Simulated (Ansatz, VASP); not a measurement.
**Two plane-wave programs on Al2O3**

Contents of INCAR:

```
SYSTEM = Al2O3
  ALGO = Fast
  EDIFF = 1E-6
  ENCUT = 520
  GGA = PE
  ISIF = 2
  ISMEAR = 0
  LASPH = .True.
  LCHARG = .True.
  LELF = .True.
  LREAL = .False.
  LVHAR = .True.
  LWAVE = .False.
  NBANDS = 20
  NELM = 80
  PREC = Accurate
  SIGMA = 0.1
```

The input KPOINTS:

```
k-points
0
Gamma
  6 6 8
  0 0 0
```

Contents of POSCAR:

```
Al2O3
1.0
    4.7452861300      0.0000000000      0.0000000000
   -2.3726430600      4.1095383300      0.0000000000
    0.0000000000      0.0000000000      2.4760987800
Al O
2 3
Direct
    0.3333333300      0.6666666700      0.5000000000
    0.6666666700      0.3333333300      0.5000000000
    0.5000000000      0.5000000000      0.0000000000
    0.0000000000      0.5000000000      0.0000000000
    0.5000000000      0.0000000000      0.0000000000
```

Input for Ansatz:

```yaml
crystal:
  lattice:
    - [4.74528613, 0.0, 0.0]
    - [-2.37264306, 4.10953833, 0.0]
    - [0.0, 0.0, 2.47609878]
  atoms:
    - { symbol: Al, position: [0.33333333, 0.66666667, 0.5] }
    - { symbol: Al, position: [0.66666667, 0.33333333, 0.5] }
    - { symbol: O, position: [0.5, 0.5, 0.0] }
    - { symbol: O, position: [0.0, 0.5, 0.0] }
    - { symbol: O, position: [0.5, 0.0, 0.0] }
basis:
  ecutwfc: 420
kpoints:
  mp_grid: { grid: [6, 6, 8] }
hamiltonian:
  xc: pbe
scf:
  occupations: { method: gaussian, width: 0.1 }
  lower_state_search: "off"
output:
  forces: true
  stress: true
  eigenvalues: true
```

Alike in both runs: task single point; functional PBE; k mesh 6 × 6 × 8; occupations gaussian, width 0.1 eV; no spin polarisation.

```csv
,VASP,Ansatz
version,VASP 6.6.1,Ansatz 0.2.0
potentials or method,"VASP PAW PBE potentials, release 64 (Al, O)","scalar-relativistic, plane waves, PAW"
plane-wave cutoff (eV),520,420
valence electrons in the cell,24,24
```

Ansatz gave:

* gap on the k mesh at the Fermi level (eV): 3.53
* least direct gap on the mesh (eV): 4.18

Question: What did VASP give for the same quantities?

Answer: gap on the k mesh at the Fermi level (eV): 3.51; least direct gap on the mesh (eV): 4.17.

 A k mesh can miss the band edges. A hybrid or GW would open this gap; PBE tends to underestimate it.
